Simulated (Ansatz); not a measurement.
Input and command of a calculation in Ansatz (plane waves; scalar-relativistic PAW potentials unless the input names others):

```yaml
crystal:
  lattice:
    - [2.8984787829, 0.0, 0.0]
    - [-1.4492393914, 2.5101562583, 0.0]
    - [0.0, 0.0, 2.7853405023]
  atoms:
    - { symbol: W, position: [0.0, 0.0, 0.0] }
    - { symbol: C, position: [0.6666666667, 0.3333333333, 0.5] }
basis:
  ecutwfc: 420
kpoints:
  mp_grid: { grid: [24, 24, 18] }
hamiltonian:
  xc: pbesol
  hubbard: { sites: [{ species: W, l: f, u_eff: 30.0 }] }
scf:
  occupations: { method: gaussian, width: 0.1 }
  max_iter: 50
output:
  forces: true
  eigenvalues: true
  stress: true
```

```bash
ansatz run input.yaml --threads 1 --pin off --max-ram 2560MiB --backend cpu --events-out ev --progress --plain --runs-dir out
```

**Question.** Will this input run?

**Answer.** The program refuses it, because of a U on a shell that isn't there (hamiltonian.hubbard: not typed → {"sites": [{"species": "W", "l": "f", "u_eff": 30.0}]}). Without that key it is accepted.

Abridged log:
```
Error: inconsistent input (hamiltonian.hubbard.sites[].l, hamiltonian.hubbard.sites[].shell): hamiltonian.hubbard: the W pseudopotential carries no l=3 pseudo-atomic shell — pick an l its table provides
```